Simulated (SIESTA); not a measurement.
HfB2 in SIESTA: convergence with ElectronicTemperature

The system is HfB2.

```
CELL_PARAMETERS angstrom
3.14000 0.00000 0.00000
-1.57000 2.71932 0.00000
0.00000 0.00000 3.48000
ATOMIC_POSITIONS crystal
Hf 0.00407 0.99622 0.99703
B 0.67352 0.34355 0.49131
B 0.31739 0.67513 0.48455
```

The cell isn't the ideal one: atoms moved at random, drawn with an rms of 0.05 Å.

- Program: SIESTA 5.4.2
- Task: single point
- Functional: LDA
- Potentials or basis: PseudoDojo 0.4 standard (LDA files)
- Basis: DZP (energy shift 0.003 Ry; two zetas on semicore shells)
- Grid cutoff: 800 Ry
- Energy shift: 0.003 Ry
- k mesh: 8 × 8 × 6
- Occupations: fermi-dirac, width 0.5 eV
- Spin: no spin polarisation

These are the settings of the first run; the series varies ElectronicTemperature, with any setting tied to it.

Hardware: 1 thread of Intel(R) Xeon(R) Platinum 8488C (Sapphire Rapids) (shared host).

Question: The values tried are 0.5, 0.3, 0.2, 0.1, 0.05, 0.025, 0.01, loosest first. From which on does the pressure stay within 0.1 GPa of the tightest run that finished?

Answer: From 0.1 on.

```tsv
ElectronicTemperature	energy less the tightest run, at zero smearing (meV/atom)	pressure (GPa)	largest force (eV/Å)	SCF cycles	CPU time (s)	peak memory (GiB)
0.5	14.32	-7.68	1.306	10	130	0.43
0.3	2.41	-8.61	1.332	10	130	0.43
0.2	0.66	-8.81	1.334	10	130	0.43
0.1	0.15	-8.90	1.329	10	130	0.43
0.05	-0.03	-8.93	1.331	10	130	0.43
0.025	-0.02	-8.93	1.334	10	130	0.42
0.01	0.00	-8.93	1.334	10	130	0.43
```

Against the tightest run, the energy stays within 1 meV/atom from 0.2 on; the largest force stays within 0.005 eV/Å from 0.3 on. The tightest run that finished is the yardstick and may itself not be fully converged.

Caveat, for the tightest run too: short orbitals over semicore shells can move pressures by several GPa; the basis of atomic orbitals isn't converged, which shifts pressures, moduli and gaps. Spin-orbit coupling is left out, which matters for the levels of Hf.
